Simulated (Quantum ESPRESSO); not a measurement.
# CdSe (Cadmoselite) (P6_3mc) in Quantum ESPRESSO: convergence with SCF threshold

Aim: find how far SCF threshold must go before the results for CdSe (Cadmoselite) settle, at PBE. This setting moves, with any that are tied to it; all else stays.

Everything below comes from runs of Quantum ESPRESSO 7.5. Logs are shortened: lines on timing, memory, paths and dates and some standing lists are left out, and cuts for length are marked.

### Step 1. Starting point

It takes space group P6_3mc (No. 186, hexagonal). Conventional cell: a = 4.300 Å, b = 4.300 Å, c = 7.020 Å, α = 90.00°, β = 90.00°, γ = 120.00°. Cd (site symmetry 3m) has 4 Se at 2.61 to 2.70 Å as nearest neighbours. Se (site symmetry 3m) is surrounded by 4 Cd at 2.61 to 2.70 Å.

### Step 2. With SCF threshold 0.001 Ry

Input file pw.in:

```
&CONTROL
  calculation = 'scf'
  prefix = 'pwscf'
  outdir = './tmp'
  pseudo_dir = './pseudo'
  tprnfor = .true.
  tstress = .true.
  disk_io = 'nowf'
/
&SYSTEM
  ibrav = 0
  nat = 4
  ntyp = 2
  ecutwfc = 60
  ecutrho = 480
  nbnd = 26
  occupations = 'smearing'
  smearing = 'gaussian'
  degauss = 0.00367493
/
&ELECTRONS
  conv_thr = 0.001
  electron_maxstep = 120
  mixing_beta = 0.5
/
ATOMIC_SPECIES
Cd   112.4140 Cd.pbe-dn-rrkjus_psl.0.3.1.UPF
Se    78.9710 Se_pbe_v1.uspp.F.UPF
CELL_PARAMETERS angstrom
   4.3000000000    0.0000000000    0.0000000000
  -2.1500000000    3.7239092363    0.0000000000
   0.0000000000    0.0000000000    7.0200000000
ATOMIC_POSITIONS crystal
Cd     0.6666666667    0.3333333333    0.5000000000
Cd     0.3333333333    0.6666666667    0.0000000000
Se     0.6666666667    0.3333333333    0.8850000000
Se     0.3333333333    0.6666666667    0.3850000000
K_POINTS automatic
7 7 4 0 0 0
```

Potentials or basis: SSSP 1.3 efficiency PBE.

Started as:

```sh
OMP_NUM_THREADS=1 pw.x -in pw.in > pw.out
```

Run time: 51 s. Hardware: 1 thread of Arm Neoverse V2, shared host; peak memory 0.56 GiB.

What came out:

```yaml
Free_energy: -4515.4126 eV
Pressure: 4.1 GPa
Largest_force: 0.288 eV/Å
Band_gap_on_the_k_mesh: 0.67 eV, direct
```

### Step 3. With SCF threshold 0.0001 Ry

Edit pw.in of step 2 so:

```diff
@@ -21,3 +21,3 @@
 &ELECTRONS
-  conv_thr = 0.001
+  conv_thr = 0.0001
   electron_maxstep = 120
```

Potentials or basis: SSSP 1.3 efficiency PBE.

Started as:

```sh
OMP_NUM_THREADS=1 pw.x -in pw.in > pw.out
```

Run time: 59 s. Hardware: 1 thread of Arm Neoverse V2, shared host; peak memory 0.56 GiB.

Results:

```
Free energy            : -4515.4133 eV
Pressure               : 3.3 GPa
Largest force          : 0.286 eV/Å
Band gap on the k mesh : 0.68 eV, direct
```

### Step 4. With SCF threshold 1e-05 Ry

Edit pw.in of step 3 so:

```diff
@@ -21,3 +21,3 @@
 &ELECTRONS
-  conv_thr = 0.0001
+  conv_thr = 1d-05
   electron_maxstep = 120
```

Started as:

```sh
OMP_NUM_THREADS=1 pw.x -in pw.in > pw.out
```

Wall time 59 s (1 thread of Arm Neoverse V2, shared host); peak memory 0.56 GiB.

What came out:

| Quantity | Value |
| --- | --- |
| Free energy | -4515.4133 eV |
| Pressure | 3.3 GPa |
| Largest force | 0.286 eV/Å |
| Band gap on the k mesh | 0.68 eV, direct |

### Step 5. With SCF threshold 1e-06 Ry

Edit pw.in of step 4 so:

```diff
@@ -21,3 +21,3 @@
 &ELECTRONS
-  conv_thr = 1d-05
+  conv_thr = 1d-06
   electron_maxstep = 120
```

Started as:

```sh
OMP_NUM_THREADS=1 pw.x -in pw.in > pw.out
```

Wall time 74 s (1 thread of Arm Neoverse V2, shared host); peak memory 0.56 GiB.

What came out:

```
Free energy            : -4515.4135 eV
Pressure               : 2.9 GPa
Largest force          : 0.286 eV/Å
Band gap on the k mesh : 0.68 eV, direct
```

### Step 6. With SCF threshold 1e-07 Ry

Edit pw.in of step 5 so:

```diff
@@ -21,3 +21,3 @@
 &ELECTRONS
-  conv_thr = 1d-06
+  conv_thr = 1d-07
   electron_maxstep = 120
```

Potentials or basis: SSSP 1.3 efficiency PBE.

Started as:

```sh
OMP_NUM_THREADS=1 pw.x -in pw.in > pw.out
```

Run time: 92 s. Hardware: 1 thread of Arm Neoverse V2, shared host; peak memory 0.56 GiB.

It converged, with:

| Item | Value |
| --- | --- |
| Free energy | -4515.4135 eV |
| Pressure | 3.1 GPa |
| Largest force | 0.286 eV/Å |
| Band gap on the k mesh | 0.68 eV, direct |

### Step 7. With SCF threshold 1e-08 Ry

Edit pw.in of step 6 so:

```diff
@@ -21,3 +21,3 @@
 &ELECTRONS
-  conv_thr = 1d-07
+  conv_thr = 1d-08
   electron_maxstep = 120
```

Started as:

```sh
OMP_NUM_THREADS=1 pw.x -in pw.in > pw.out
```

It took 1.7 min on 1 thread of Arm Neoverse V2, shared host; peak memory 0.56 GiB.

Results (log left out):

```yaml
Free_energy: -4515.4135 eV
Pressure: 3.0 GPa
Largest_force: 0.286 eV/Å
Band_gap_on_the_k_mesh: 0.68 eV, direct
```

### Step 8. With SCF threshold 1e-10 Ry

Edit pw.in of step 7 so:

```diff
@@ -21,3 +21,3 @@
 &ELECTRONS
-  conv_thr = 1d-08
+  conv_thr = 1d-10
   electron_maxstep = 120
```

Started as:

```sh
OMP_NUM_THREADS=1 pw.x -in pw.in > pw.out
```

Wall time 2.1 min (1 thread of Arm Neoverse V2, shared host); peak memory 0.56 GiB.

Results (log left out):

```yaml
Free_energy: -4515.4135 eV
Pressure: 3.0 GPa
Largest_force: 0.286 eV/Å
Band_gap_on_the_k_mesh: 0.68 eV, direct
```

### Step 9. With SCF threshold 1e-12 Ry

Edit pw.in of step 8 so:

```diff
@@ -21,3 +21,3 @@
 &ELECTRONS
-  conv_thr = 1d-10
+  conv_thr = 1d-12
   electron_maxstep = 120
```

Potentials or basis: SSSP 1.3 efficiency PBE.

Started as:

```sh
OMP_NUM_THREADS=1 pw.x -in pw.in > pw.out
```

pw.out:

```text
This program is part of the open-source Quantum ESPRESSO suite
     for quantum simulation of materials; please cite
         "P. Giannozzi et al., J. Phys.:Condens. Matter 21 395502 (2009);
         "P. Giannozzi et al., J. Phys.:Condens. Matter 29 465901 (2017);
         "P. Giannozzi et al., J. Chem. Phys. 152 154105 (2020);
     in publications or presentations arising from this work. More details at

     file Cd.pbe-dn-rrkjus_psl.0.3.1.UPF: wavefunction(s)  4D renormalized
     Message from routine setup:
     using ibrav=0 with symmetry is DISCOURAGED, use correct ibrav instead

     G-vector sticks info
     --------------------
     sticks:   dense  smooth     PW     G-vecs:    dense   smooth      PW
     Sum        2185    1099    313               134601    47531    7271

     Using Slab Decomposition

     bravais-lattice index     =            0
     lattice parameter (alat)  =       8.1258  a.u.
     unit-cell volume          =     758.5798 (a.u.)^3
     number of atoms/cell      =            4
     number of atomic types    =            2
     number of electrons       =        36.00
     number of Kohn-Sham states=           26
     kinetic-energy cutoff     =      60.0000  Ry
     charge density cutoff     =     480.0000  Ry
     scf convergence threshold =      1.0E-12
     mixing beta               =       0.5000
     number of iterations used =            8  plain     mixing
     Exchange-correlation= SLA  PW   PBE  PBE
                           (   1   4   3   4   0   0   0)

     celldm(1)=   8.125822  celldm(2)=   0.000000  celldm(3)=   0.000000
     celldm(4)=   0.000000  celldm(5)=   0.000000  celldm(6)=   0.000000

     crystal axes: (cart. coord. in units of alat)
               a(1) = (   1.000000   0.000000   0.000000 )
               a(2) = (  -0.500000   0.866025   0.000000 )
               a(3) = (   0.000000   0.000000   1.632558 )

     reciprocal axes: (cart. coord. in units 2 pi/alat)
               b(1) = (  1.000000  0.577350 -0.000000 )
               b(2) = (  0.000000  1.154701  0.000000 )
               b(3) = (  0.000000 -0.000000  0.612536 )

     PseudoPot. # 1 for Cd read from file:
     Cd.pbe-dn-rrkjus_psl.0.3.1.UPF
     Pseudo is Ultrasoft + core correction, Zval = 12.0
     Generated using "atomic" code by A. Dal Corso  v.5.0.99 svn rev. 10869
     Using radial grid of 1239 points,  6 beta functions with:
                l(1) =   0
                l(2) =   0
                l(3) =   1
                l(4) =   1
                l(5) =   2
                l(6) =   2
     Q(r) pseudized with 0 coefficients

     PseudoPot. # 2 for Se read from file:
     Se_pbe_v1.uspp.F.UPF
     Pseudo is Ultrasoft + core correction, Zval =  6.0
     Generated by new atomic code, or converted to UPF format
     Using radial grid of  877 points,  6 beta functions with:
                l(1) =   0
                l(2) =   0
                l(3) =   1
                l(4) =   1
                l(5) =   2
                l(6) =   2
     Q(r) pseudized with  8 coefficients,  rinner =    1.300   1.300   1.300
                                                       1.300   1.300

     atomic species   valence    mass     pseudopotential
     Cd               12.00   112.41400     Cd( 1.00)
     Se                6.00    78.97100     Se( 1.00)

     12 Sym. Ops. (no inversion) found ( 6 have fractional translation)

   Cartesian axes

     site n.     atom                  positions (alat units)
         1        Cd     tau(   1) = (   0.5000000   0.2886751   0.8162791  )
         2        Cd     tau(   2) = (  -0.0000000   0.5773503   0.0000000  )
         3        Se     tau(   3) = (   0.5000000   0.2886751   1.4448140  )
         4        Se     tau(   4) = (  -0.0000000   0.5773503   0.6285349  )

     number of k points=    24  Gaussian smearing, width (Ry)=  0.0037
                       cart. coord. in units 2pi/alat
        k(    1) = (   0.0000000   0.0000000   0.0000000), wk =   0.0102041
        k(    2) = (   0.0000000   0.0000000   0.1531339), wk =   0.0204082
        k(    3) = (   0.0000000   0.0000000  -0.3062678), wk =   0.0102041
        k(    4) = (   0.0000000   0.1649572   0.0000000), wk =   0.0612245
        k(    5) = (   0.0000000   0.1649572   0.1531339), wk =   0.1224490
        k(    6) = (   0.0000000   0.1649572  -0.3062678), wk =   0.0612245
[... 16 lines left out ...]
        k(   23) = (   0.2857143   0.4948717   0.1531339), wk =   0.1224490
        k(   24) = (   0.2857143   0.4948717  -0.3062678), wk =   0.0612245

     Dense  grid:   134601 G-vectors     FFT dimensions: (  60,  60,  96)

     Smooth grid:    47531 G-vectors     FFT dimensions: (  45,  45,  72)

     Initial potential from superposition of free atoms

     starting charge      35.9901, renormalised to      36.0000
     Starting wfcs are   26 randomized atomic wfcs

     Self-consistent Calculation

     iteration #  1     ecut=    60.00 Ry     beta= 0.50
     Davidson diagonalization with overlap
     ethr =  1.00E-02,  avg # of iterations =  4.6

     Threshold (ethr) on eigenvalues was too large:
     Diagonalizing with lowered threshold

     Davidson diagonalization with overlap
     ethr =  3.35E-04,  avg # of iterations =  3.1

     total energy              =    -331.85146478 Ry
     estimated scf accuracy    <       0.12115584 Ry

     iteration #  2     ecut=    60.00 Ry     beta= 0.50
     Davidson diagonalization with overlap
     ethr =  3.37E-04,  avg # of iterations =  2.0

     total energy              =    -331.87525801 Ry
     estimated scf accuracy    <       0.00757945 Ry

     iteration #  3     ecut=    60.00 Ry     beta= 0.50
     Davidson diagonalization with overlap
     ethr =  2.11E-05,  avg # of iterations =  6.1

     total energy              =    -331.87651205 Ry
     estimated scf accuracy    <       0.00123890 Ry
[... 61 lines left out ...]
     total energy              =    -331.87676911 Ry
     estimated scf accuracy    <          1.7E-11 Ry

     iteration # 13     ecut=    60.00 Ry     beta= 0.50
     Davidson diagonalization with overlap
     ethr =  1.00E-13,  avg # of iterations =  1.0

     total energy              =    -331.87676911 Ry
     estimated scf accuracy    <          2.8E-12 Ry

     iteration # 14     ecut=    60.00 Ry     beta= 0.50
     Davidson diagonalization with overlap
     ethr =  1.00E-13,  avg # of iterations =  1.0

     End of self-consistent calculation

          k = 0.0000 0.0000 0.0000 (  5907 PWs)   bands (ev):

    -7.4750  -7.1047  -2.7161  -2.7161  -2.6593  -2.6593  -2.6524  -2.3497
    -2.3497  -2.2836  -2.2836  -2.0060   0.8787   4.4160   4.4160   5.1281
     5.1416   5.1416   5.8190   7.2387  11.0056  11.0056  11.2611  12.1237
    12.1237  12.8451

          k = 0.0000 0.0000 0.1531 (  5919 PWs)   bands (ev):

    -7.4207  -7.1584  -2.7099  -2.7099  -2.6697  -2.6697  -2.6117  -2.3382
    -2.3382  -2.2915  -2.2915  -2.1898   1.3921   3.9629   4.5150   4.5150
     5.0273   5.0273   6.8501   7.3423  10.8188  11.0896  11.0896  11.8492
    11.8492  12.1057

          k = 0.0000 0.0000-0.3063 (  5960 PWs)   bands (ev):

    -7.2892  -7.2892  -2.6919  -2.6919  -2.6919  -2.6919  -2.4619  -2.4619
    -2.3131  -2.3131  -2.3131  -2.3131   2.5637   2.5637   4.7635   4.7635
     4.7635   4.7635   7.4565   7.4565  10.9502  10.9502  11.3860  11.3860
    11.3860  11.3860
[... 136 lines left out ...]
    -7.0346  -6.9874  -2.5980  -2.5291  -2.4943  -2.4861  -2.3705  -2.3645
    -2.3311  -2.3141  -1.9860  -1.8735   1.0432   1.2467   2.3792   3.2402
     3.4364   3.9618   9.1147   9.5620  10.1858  11.1923  11.3281  12.0462
    13.2225  13.7085

          k = 0.2857 0.4949-0.3063 (  5970 PWs)   bands (ev):

    -7.0074  -7.0074  -2.5425  -2.5425  -2.5231  -2.5231  -2.3715  -2.3715
    -2.3240  -2.3240  -1.9281  -1.9281   1.0265   1.0265   2.7823   2.7823
     4.0423   4.0423   8.8956   8.8956  10.8966  10.8966  11.4347  11.4347
    13.2058  13.2058

     the Fermi energy is     5.6166 ev

!    total energy              =    -331.87676911 Ry
     estimated scf accuracy    <          1.2E-14 Ry
     smearing contrib. (-TS)   =      -0.00000000 Ry
     internal energy E=F+TS    =    -331.87676911 Ry

     The total energy is F=E-TS. E is the sum of the following terms:
     one-electron contribution =    -102.47994385 Ry
     hartree contribution      =      79.38757810 Ry
     xc contribution           =    -145.29053832 Ry
     ewald contribution        =    -163.49386505 Ry

     convergence has been achieved in  14 iterations

     Forces acting on atoms (cartesian axes, Ry/au):

     atom    1 type  1   force =     0.00000000    0.00000000    0.01113453
     atom    2 type  1   force =     0.00000000    0.00000000    0.01113453
     atom    3 type  2   force =     0.00000000   -0.00000000   -0.01113453
     atom    4 type  2   force =    -0.00000000   -0.00000000   -0.01113453

     Total force =     0.022269     Total SCF correction =     0.000000

     Computing stress (Cartesian axis) and pressure

          total   stress  (Ry/bohr**3)                   (kbar)     P=       30.45
   0.00025362   0.00000000  -0.00000000           37.31        0.00       -0.00
   0.00000000   0.00025362  -0.00000000            0.00       37.31       -0.00
   0.00000000   0.00000000   0.00011379            0.00        0.00       16.74

=------------------------------------------------------------------------------=
   JOB DONE.
=------------------------------------------------------------------------------=
```

Wall time 2.5 min (1 thread of Arm Neoverse V2, shared host); peak memory 0.56 GiB.

Results:

| Quantity | Value |
| --- | --- |
| Free energy | -4515.4135 eV |
| Pressure | 3.0 GPa |
| Largest force | 0.286 eV/Å |
| Band gap on the k mesh | 0.68 eV, direct |

### Step 10. Result

```
SCF threshold  energy less the tightest run, at zero smearing (meV/atom)  pressure (GPa)  largest force (eV/Å)  gap on the mesh (eV)  SCF cycles  CPU time (s)  peak memory (GiB)
     0.001 Ry                                                       0.22            4.12                 0.288                 0.671           4            50               0.56
    0.0001 Ry                                                       0.05            3.33                 0.286                 0.676           5            59               0.56
     1e-05 Ry                                                       0.05            3.33                 0.286                 0.676           5            59               0.56
     1e-06 Ry                                                       0.00            2.95                 0.286                 0.676           6            74               0.56
     1e-07 Ry                                                       0.00            3.10                 0.286                 0.678           8            92               0.56
     1e-08 Ry                                                       0.00            3.05                 0.286                 0.677           9           100               0.56
     1e-10 Ry                                                       0.00            3.04                 0.286                 0.677          11           120               0.56
     1e-12 Ry                                                       0.00            3.05                 0.286                 0.677          14           150               0.56
```

Against the tightest run, the energy stays within 1 meV/atom from 0.001 Ry on; the pressure stays within 0.1 GPa from 1e-06 Ry on; the largest force stays within 0.005 eV/Å from 0.001 Ry on; the gap on the mesh stays within 0.01 eV from 0.001 Ry on. The tightest run that finished is the yardstick and may itself not be fully converged.
